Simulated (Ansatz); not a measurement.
**Sb: how the settings move a single-point run**

Question: which choices in the input matter for Sb?

Computed with Ansatz 0.2.0 (reference: DFT, PBE, all-electron PAW with datasets made for the crystal, scalar-relativistic, unless a step's input says otherwise).

### 1 The starting structure

Symmetry: I4/mmm, No. 139, tetragonal system. Conventional cell: a = 3.292 Å, b = 3.292 Å, c = 4.610 Å, α = 90.00°, β = 90.00°, γ = 90.00°. Sb (site symmetry 4/mmm) is surrounded by 12 Sb at 3.28 to 3.29 Å.

Coordinates:

```
CELL_PARAMETERS angstrom
0.00000 2.32805 2.30500
2.32805 0.00000 2.30500
2.32805 2.32805 0.00000
ATOMIC_POSITIONS crystal
Sb 0.00000 0.00000 0.00000
```

### 2 Baseline

Input file input.yaml:

```yaml
crystal:
  lattice:
    - [0.0, 2.32805, 2.305]
    - [2.32805, 0.0, 2.305]
    - [2.32805, 2.32805, 0.0]
  atoms:
    - { symbol: Sb, position: [0.0, 0.0, 0.0] }
kpoints:
  mp_grid: { grid: [12, 12, 12] }
scf:
  occupations: { method: fermi_dirac, width: 0.05 }
hamiltonian:
  xc: pbe
  pseudopotentials: { kind: all_electron, datasets: crystal }
output:
  forces: true
  stress: true
  eigenvalues: true
  efg: { contact_densities: true }
```

On the command line:

```console
> ansatz run input.yaml --threads 1 --pin off --max-ram 2048MiB --backend cpu --events-out ev --progress --plain --runs-dir out
```

### 3 Variant: xc lda

Edit input.yaml of step 2 so:

```diff
@@ -12,3 +12,3 @@
 hamiltonian:
-  xc: pbe
+  xc: lda
   pseudopotentials: { kind: all_electron, datasets: crystal }
```

**Question.** What will these runs give? Wanted: for each run, ending; energy change; pressure; gap; force.

The runs gave:

```csv
run,ending,energy change,pressure (GPa),gap (eV),force (eV/Å),cycles,time
reference,converged,-,7.0,0.00,0.00,6,6.1 s
1: xc lda,converged,not comparable,2.3,0.00,0.00,6,6.4 s
```

Residual by cycle in the longest SCF loop of each run; runs are numbered as in the table. The quantity is the density residual dr2, in eV.

```csv
cycle,reference,run 1
1,0.0218,0.0133
2,0.00439,0.00246
3,1.0e-5,5.6e-6
4,6.7e-6,3.2e-6
5,1.3e-7,1.5e-7
6,4.7e-10,2.3e-10
```

What this shows: After a change of functional the difference of the totals has no physical meaning; the pressure goes from 7.0 to 2.3 GPa. At this fixed cell a lower pressure means that this functional prefers a smaller volume than the reference. Semilocal functionals close small gaps, and spin-orbit coupling, left out here, moves these band edges, so the missing gap need not be the real solid's.
